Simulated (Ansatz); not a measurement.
# Structure types of Ru compared at 48 GPa

Structure types of Ru are relaxed in primitive cells with their symmetry kept at 48 GPa, first on PAW files, then by LAPW. The enthalpy is E + pV at zero temperature, without zero-point motion. Only the types listed were tried, and differences under about 5 meV/atom are mesh noise.

All numbers are PBE results (scalar-relativistic) from Ansatz 0.2.0, with Fermi–Dirac smearing of 0.1 eV, no spin polarisation. Methods: LAPW: all electrons, basis error target 0.5 meV/atom; PAW: frozen-core files, cutoff 420 eV.

k meshes: fcc 18×18×18, bcc 19×19×19, hcp 17×17×9, beta tin 18×18×18, diamond 13×13×13, omega 9×9×12.

Task: Which type is lowest in enthalpy, and by how much?

Result: hcp, 124 meV/atom below fcc. The whole table:

| start type | ends as | a, b, c (Å) | V (Å³/atom) | H − H(lowest), LAPW (meV/atom) | same, PAW |
| --- | --- | --- | --- | --- | --- |
| fcc | fcc, Fm-3m | 3.664, 3.664, 3.664 | 12.29 | 123.9 | 123.6 |
| bcc | bcc, Im-3m | 2.928, 2.928, 2.928 | 12.55 | 732.9 | 733.0 |
| hcp | hcp, P6_3/mmc | 2.615, 2.615, 4.141 | 12.26 | 0.0 | 0.0 |
| beta tin | beta tin, I4_1/amd | 4.570, 4.570, 2.556 | 13.35 | 1318.0 | 1317.2 |
| diamond | diamond, Fd-3m | 5.122, 5.122, 5.122 | 16.80 | 2780.4 | 2777.0 |
| omega | omega, P6/mmm | 4.111, 4.111, 2.559 | 12.49 | 336.6 | 336.6 |

Task: Split the lead of hcp over fcc into energy and pV.

Result: For fcc less hcp: ΔE = +113.1 meV/atom, and p·ΔV = 48 GPa × +0.0361 Å³ × 6.242 meV/(GPa·Å³) = +10.8 meV/atom, together 123.9 meV/atom. hcp wins on both counts.
